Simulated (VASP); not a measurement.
# CuO (Tenorite) (Cc) in VASP: a series of runs, part 2 of 2

VASP 6.6.1.

### 3 Density of states, PBE

The input, POSCAR:

```
CuO
1.0
    2.3446500000     -1.7134000000      0.0000000000
    2.3446500000      1.7134000000      0.0000000000
   -0.8605543552      0.0000000000      5.0594363927
Cu O
2 2
Direct
    0.4968000000      0.0032000000      0.5000000000
    0.0032000000      0.4968000000      0.0000000000
    0.4056000000      0.5714000000      0.7537000000
    0.5714000000      0.4056000000      0.2537000000
```

The input, INCAR.step1:

```
SYSTEM = CuO
ALGO     = Normal         ! electronic algorithm
EDIFF    = 1E-7           ! SCF threshold, eV
ENCUT    = 520            ! plane-wave cutoff, eV
GGA      = PE             ! functional
ISIF     = 2              ! what is computed and relaxed
ISMEAR   = 0              ! smearing method
LASPH    = .True.         ! aspherical terms in the spheres
LCHARG   = .True.         ! write CHGCAR
LMAXMIX  = 4              ! l up to which the mixer works
LREAL    = .False.        ! projectors in reciprocal space
LWAVE    = .False.        ! write WAVECAR
NBANDS   = 25             ! bands
NELM     = 80             ! most SCF steps
PREC     = Accurate       ! precision mode
SIGMA    = 0.02           ! smearing width, eV
```

The input, KPOINTS.step1:

```
k-points
0
Gamma
  10 10 5
  0 0 0
```

The input, INCAR.step2:

```
SYSTEM = CuO
ALGO     = Normal         ! electronic algorithm
EDIFF    = 1E-7           ! SCF threshold, eV
ENCUT    = 520            ! plane-wave cutoff, eV
GGA      = PE             ! functional
ICHARG   = 11             ! starting density
ISIF     = 2              ! what is computed and relaxed
ISMEAR   = -5             ! smearing method
LASPH    = .True.         ! aspherical terms in the spheres
LCHARG   = .False.        ! write CHGCAR
LMAXMIX  = 4              ! l up to which the mixer works
LORBIT   = 10             ! projections on sites
LREAL    = .False.        ! projectors in reciprocal space
LWAVE    = .False.        ! write WAVECAR
NBANDS   = 25             ! bands
NEDOS    = 2001           ! points of the DOS
NELM     = 80             ! most SCF steps
PREC     = Accurate       ! precision mode
SIGMA    = 0.02           ! smearing width, eV
```

The input, KPOINTS.step2:

```
k-points
0
Gamma
  15 15 8
  0 0 0
```

Potentials or basis: VASP PAW PBE potentials, release 64 (Cu, O).

Launch:

```console
cat potpaw_PBE.64/Cu/POTCAR potpaw_PBE.64/O/POTCAR > POTCAR
cp INCAR.step1 INCAR
cp KPOINTS.step1 KPOINTS
mpirun -np 1 vasp_std > vasp.out
cp INCAR.step2 INCAR
cp KPOINTS.step2 KPOINTS
mpirun -np 1 vasp_std > vasp.out
```

OUTCAR:

```text
SYSTEM = CuO
   EDIFF = 1E-7
   ENCUT = 520
   GGA = PE
   ICHARG = 11
   ISIF = 2
   ISMEAR = -5
   LASPH = .True.
   LORBIT = 10
   LREAL = .False.
   NELM = 80
   PREC = Accurate

 ion  position               nearest neighbor table
   1  0.497  0.003  0.500-   4 1.91   3 1.93   4 1.98   3 2.02
   2  0.003  0.497  0.000-   3 1.91   4 1.93   3 1.98   4 2.02
   3  0.406  0.571  0.754-   2 1.91   1 1.93   2 1.98   1 2.02
   4  0.571  0.406  0.254-   1 1.91   2 1.93   1 1.98   2 2.02

  LATTYP: Found a base centered monoclinic cell.
 ALAT       =     4.6893000000
 B/A-ratio  =     0.7307700510
 C/A-ratio  =     1.0944277397
 COS(beta)  =    -0.1676807457

  Lattice vectors:

 A1 = (   2.3446500000,  -1.7134000000,   0.0000000000)
 A2 = (   2.3446500000,   1.7134000000,   0.0000000000)
 A3 = (  -0.8605543552,   0.0000000000,   5.0594363927)

Analysis of symmetry for initial positions (statically):
=====================================================================
 Subroutine PRICEL returns:
 Original cell was already a primitive cell.

 Routine SETGRP: Setting up the symmetry group for a
[... 189 lines left out ...]
      4       0.1480      2.00000
      5       0.5072      2.00000
      6       2.2979      2.00000
[... 661 lines left out ...]
     24      21.1164      0.00000
     25      22.0286      0.00000

 [... further k-points ...]

------------------------ aborting loop because EDIFF is reached ----------------------------------------

  FORCE on cell =-STRESS in cart. coord.  units (eV):
  Direction    XX          YY          ZZ          XY          YZ          ZX
  --------------------------------------------------------------------------------------
  -------------------------------------------------------------------------------------
  Total        1.6720570      1.8349067      1.5723894      0.0000000      0.0000000     -0.4707144
  in kB       65.9011116     72.3195371     61.9728929      0.0000000      0.0000000    -18.5523589
  external PRESSURE =      66.7311805 kB  Pullay stress =       0.0000000 kB

 VOLUME and BASIS-vectors are now :
 -----------------------------------------------------------------------------
  energy-cutoff  :      520.00
  volume of cell :       40.65
      direct lattice vectors                 reciprocal lattice vectors
     2.344650000 -1.713400000  0.000000000     0.213251445 -0.291817439  0.036271720
     2.344650000  1.713400000  0.000000000     0.213251445  0.291817439  0.036271720
    -0.860554355  0.000000000  5.059436393     0.000000000  0.000000000  0.197650474

 POSITION                                       TOTAL-FORCE (eV/Angst)
 -----------------------------------------------------------------------------------
      0.74205     -0.84573      2.52972        -0.639840     -0.366873      0.253827
      1.17233      0.84573      0.00000        -0.639840      0.366873      0.253827
      1.64212      0.28408      3.81330         0.639840     -0.265983     -0.253827
      2.07240     -0.28408      1.28358         0.639840      0.265983     -0.253827
 -----------------------------------------------------------------------------------
    total drift:                               -0.001232      0.000000     -0.000898

  FREE ENERGIE OF THE ION-ELECTRON SYSTEM (eV)
  ---------------------------------------------------
  free  energy   TOTEN  =       -19.4806162803 eV

  energy  without entropy=      -19.4806162803  energy(sigma->0) =      -19.48061628

 total charge

# of ion       s       p       d       tot
------------------------------------------
    1        0.380   0.386   9.142   9.909
    2        0.380   0.386   9.142   9.909
    3        1.577   3.384   0.000   4.961
    4        1.577   3.384   0.000   4.961
--------------------------------------------------
tot          3.914   7.540  18.285  29.739
```

OUTCAR.step1:

```text
SYSTEM = CuO
   EDIFF = 1E-7
   ENCUT = 520
   GGA = PE
   ISIF = 2
   ISMEAR = 0
[... 907 lines left out ...]
      0.74205     -0.84573      2.52972        -0.649231     -0.366959      0.254499
      1.17233      0.84573      0.00000        -0.649231      0.366959      0.254499
      1.64212      0.28408      3.81330         0.649231     -0.257423     -0.254499
      2.07240     -0.28408      1.28358         0.649231      0.257423     -0.254499
 -----------------------------------------------------------------------------------
    total drift:                               -0.000134      0.000000     -0.000503

  FREE ENERGIE OF THE ION-ELECTRON SYSTEM (eV)
  ---------------------------------------------------
  free  energy   TOTEN  =       -19.4787618190 eV

  energy  without entropy=      -19.4783222157  energy(sigma->0) =      -19.47854202
```

OSZICAR.step1:

```text
N       E                     dE             d eps       ncg     rms          rms(c)
DAV:   1     0.291378668456E+03    0.29138E+03   -0.16441E+04  7538   0.216E+03
DAV:   2     0.984347135571E+01   -0.28154E+03   -0.25962E+03  7177   0.394E+02
DAV:   3    -0.244489798321E+02   -0.34292E+02   -0.32496E+02  8635   0.153E+02
DAV:   4    -0.255880532225E+02   -0.11391E+01   -0.11337E+01  8661   0.300E+01
DAV:   5    -0.256096191080E+02   -0.21566E-01   -0.21557E-01  9238   0.366E+00    0.174E+01
DAV:   6    -0.228598183968E+02    0.27498E+01   -0.35087E+01 10048   0.150E+02    0.132E+01
DAV:   7    -0.194072817545E+02    0.34525E+01   -0.97824E+00  8559   0.114E+02    0.259E+00
DAV:   8    -0.195177440679E+02   -0.11046E+00   -0.15247E+00  7458   0.841E+00    0.163E+00
DAV:   9    -0.194847510212E+02    0.32993E-01   -0.59903E-02 12324   0.683E+00    0.570E-01
DAV:  10    -0.194793767106E+02    0.53743E-02   -0.13906E-02 10781   0.224E+00    0.336E-01
DAV:  11    -0.194786864426E+02    0.69027E-03   -0.67334E-03 10716   0.815E-01    0.492E-02
DAV:  12    -0.194787212949E+02   -0.34852E-04   -0.32208E-04  9029   0.191E-01    0.307E-02
DAV:  13    -0.194787642187E+02   -0.42924E-04   -0.49357E-05 10818   0.103E-01    0.121E-02
DAV:  14    -0.194787621196E+02    0.20992E-05   -0.23906E-06 11647   0.454E-02    0.597E-03
DAV:  15    -0.194787618803E+02    0.23929E-06   -0.17323E-06 10729   0.177E-02    0.773E-04
DAV:  16    -0.194787618190E+02    0.61239E-07   -0.55636E-08  4209   0.386E-03
   1 F= -.19478762E+02 E0= -.19478542E+02  d E =-.439603E-03
```

Run time: 2.4 min. Hardware: 1 thread of Intel Xeon 6975P-C (Granite Rapids), shared host; peak memory 0.48 GiB.

What came out:

```
Valence electrons inside the program's atomic spheres : Cu 9.91; O 4.96
```

States per cell in windows of 1 eV (zero at the Fermi level; states under -8 eV left out):
```tsv
from (eV)	total	Cu1_d	Cu2_d	O3_p	O4_p	Cu1_s	Cu2_s
-8.0	0.92	0.07	0.07	0.19	0.19	0.06	0.06
-7.0	2.63	0.24	0.24	0.56	0.56	0.10	0.10
-6.0	4.62	0.76	0.76	0.95	0.95	0.04	0.04
-5.0	2.78	0.41	0.41	0.62	0.62	0.02	0.02
-4.0	1.11	0.22	0.22	0.22	0.22	0.00	0.00
-3.0	9.97	4.49	4.49	0.19	0.19	0.03	0.03
-2.0	5.94	2.28	2.28	0.42	0.42	0.06	0.06
-1.0	1.96	0.62	0.62	0.23	0.23	0.01	0.01
0.0	1.99	0.54	0.54	0.36	0.36	0.00	0.00
1.0	0.01	0.00	0.00	0.00	0.00	0.00	0.00
2.0	0.09	0.01	0.01	0.01	0.01	0.01	0.01
3.0	0.26	0.02	0.02	0.02	0.02	0.02	0.02
4.0	0.74	0.03	0.03	0.07	0.07	0.04	0.04
5.0	1.51	0.05	0.05	0.15	0.15	0.08	0.08
6.0	1.35	0.05	0.05	0.13	0.13	0.13	0.13
7.0	0.28	0.01	0.01	0.02	0.02	0.03	0.03
```

Caveat: the run has no spin polarisation, though such a crystal can be magnetic; semilocal functionals often make such compounds metallic where correlation or magnetic order opens a gap, which also shifts bond lengths; tetrahedron occupations give inexact forces and stress in metals.

### 4 Electric field gradients, PBE

The input, INCAR:

```
PREC     = Accurate       # precision mode
ENCUT    = 520            # plane-wave cutoff, eV
EDIFF    = 1E-8           # SCF threshold, eV
ISMEAR   = 0              # smearing method
SIGMA    = 0.02           # smearing width, eV
LREAL    = F              # projectors in reciprocal space
LASPH    = T              # aspherical terms in the spheres
NELM     = 100            # most SCF steps
ALGO     = Normal         # electronic algorithm
ISIF     = 2              # what is computed and relaxed
LWAVE    = F              # write WAVECAR
LCHARG   = F              # write CHGCAR
GGA      = PE             # functional
LEFG     = T
```

The input, KPOINTS:

```
regular mesh
0
Gamma
  10 10 5
```

POSCAR is that of step 3.

Potentials or basis: VASP PAW PBE potentials, release 64 (Cu, O).

Launch:

```console
cat potpaw_PBE.64/Cu/POTCAR potpaw_PBE.64/O/POTCAR > POTCAR
mpirun -np 1 vasp_std > vasp.out
```

OUTCAR:

```text
PREC = Accurate
   ENCUT = 520
   EDIFF = 1E-8
   ISMEAR = 0
   LREAL = F
   LASPH = T
   NELM = 100
   ISIF = 2
   GGA = PE

 ion  position               nearest neighbor table
   1  0.497  0.003  0.500-   4 1.91   3 1.93   4 1.98   3 2.02
   2  0.003  0.497  0.000-   3 1.91   4 1.93   3 1.98   4 2.02
   3  0.406  0.571  0.754-   2 1.91   1 1.93   2 1.98   1 2.02
   4  0.571  0.406  0.254-   1 1.91   2 1.93   1 1.98   2 2.02

  LATTYP: Found a base centered monoclinic cell.
 ALAT       =     4.6893000000
 B/A-ratio  =     0.7307700510
 C/A-ratio  =     1.0944277397
 COS(beta)  =    -0.1676807457

  Lattice vectors:

 A1 = (   2.3446500000,  -1.7134000000,   0.0000000000)
 A2 = (   2.3446500000,   1.7134000000,   0.0000000000)
 A3 = (  -0.8605543552,   0.0000000000,   5.0594363927)

Analysis of symmetry for initial positions (statically):
=====================================================================
 Subroutine PRICEL returns:
[... 785 lines left out ...]
      0.74205     -0.84573      2.52972        -0.649251     -0.366958      0.254501
      1.17233      0.84573      0.00000        -0.649251      0.366958      0.254501
      1.64212      0.28408      3.81330         0.649251     -0.257166     -0.254501
      2.07240     -0.28408      1.28358         0.649251      0.257166     -0.254501
 -----------------------------------------------------------------------------------
    total drift:                               -0.000100      0.000000     -0.000528

  FREE ENERGIE OF THE ION-ELECTRON SYSTEM (eV)
  ---------------------------------------------------
  free  energy   TOTEN  =       -19.4787618384 eV

  energy  without entropy=      -19.4783222279  energy(sigma->0) =      -19.47854203

 Electric field gradients (V/A^2)
---------------------------------------------------------------------
 ion       V_xx      V_yy      V_zz      V_xy      V_xz      V_yz
---------------------------------------------------------------------
   1      -2.278   -12.322    14.600    18.454    -5.220     7.131
   2      -2.278   -12.322    14.600   -18.454    -5.220    -7.131
   3      12.936   -23.572    10.636    -4.113   -17.607    10.661
   4      12.936   -23.572    10.636     4.113   -17.607   -10.661
---------------------------------------------------------------------

 Electric field gradients after diagonalization (V/A^2)
 (convention: |V_zz| > |V_xx| > |V_yy|)
----------------------------------------------------------------------
 ion       V_xx      V_yy      V_zz     asymmetry (V_yy - V_xx)/ V_zz
----------------------------------------------------------------------
   1      16.429    11.818   -28.248       0.163
   2      16.429    11.818   -28.248       0.163
   3     -26.648    -4.733    31.381       0.698
   4     -26.648    -4.733    31.381       0.698
----------------------------------------------------------------------

           NMR quadrupolar parameters

 Cq : quadrupolar parameter    Cq=e*Q*V_zz/h
 eta: asymmetry parameters     (V_yy - V_xx)/ V_zz
 Q  : nuclear electric quadrupole moment in mb (millibarn)
----------------------------------------------------------------------
 ion       Cq(MHz)       eta       Q (mb)
----------------------------------------------------------------------
   1      -0.068       0.163       1.000
   2      -0.068       0.163       1.000
   3       0.076       0.698       1.000
   4       0.076       0.698       1.000
----------------------------------------------------------------------
```

Wall time 48 s (1 thread of Intel Xeon 6975P-C (Granite Rapids), shared host); peak memory 0.23 GiB.

What came out:

```yaml
Free_energy: -19.4788 eV
Pressure: 6.3 GPa
Largest_force: 0.788 eV/Å
Band_gap_on_the_k_mesh: none (metal or under the smearing width)
```

Forces on the atoms (eV/Å):
```
Cu  -0.649 -0.367  0.255
Cu  -0.649  0.367  0.255
O    0.649 -0.257 -0.255
O    0.649  0.257 -0.255
```

Electric field gradients, principal values (V/Å²):
```csv
atom,Vxx,Vyy,Vzz
1 Cu,11.818,16.429,-28.248
2 Cu,11.818,16.429,-28.248
3 O,-4.733,-26.648,31.381
4 O,-4.733,-26.648,31.381
```

Caveat: the run has no spin polarisation, though such a crystal can be magnetic; semilocal functionals often make such compounds metallic where correlation or magnetic order opens a gap, which also shifts bond lengths.

### 5 For comparison

An earlier run on the cell as given: functional PBEsol; potentials or basis VASP PAW PBE potentials, release 64 (Cu, O); cutoff 520 eV; k mesh 10 × 10 × 5; occupations fermi-dirac, width 0.05 eV; no spin polarisation.

* Pressure: -2.0 GPa
* Largest force: 0.756 eV/Å
* Band gap on the k mesh: none (metal or under the smearing width)

### 6 Overview

```csv
task,level,smearing,k mesh for the DOS,occupations for the DOS,ladder,gap on the mesh (eV),pressure (GPa),largest force (eV/Å)
optical spectrum,PBE,gaussian 0.02 eV,-,-,-,none,6.3,0.79
density of states,PBE,gaussian 0.02 eV,15 × 15 × 8,tetrahedron,-,-,-,-
electric field gradients,PBE,gaussian 0.02 eV,-,-,-,none,6.3,0.79
single point,PBEsol,fermi-dirac 0.05 eV,-,-,free,none,-2.0,0.76
```

Alike in all rows: potentials or basis VASP PAW PBE potentials, release 64 (Cu, O); no spin polarisation; cell as given; k mesh 10 × 10 × 5; cutoff (eV) 520.

Every run on the cell as given and a fine mesh finds a metal. The pressure there spans -2.0 GPa (PBEsol) to 6.3 GPa (PBE); a positive pressure means that this level wants a larger cell, a negative one a smaller.

Caveats: the run has no spin polarisation, though such a crystal can be magnetic; semilocal functionals often make such compounds metallic where correlation or magnetic order opens a gap, which also shifts bond lengths; spectra need much finer meshes, so this one isn't converged (some runs); independent-particle spectra lack excitons (some runs); the intraband (Drude) part of a metal's response may be missing (some runs); tetrahedron occupations give inexact forces and stress in metals (some runs); the PAW data sets were made with another functional, which shifts forces and pressure a little (some runs).

Absolute energies hang on the potentials; compare differences alone.
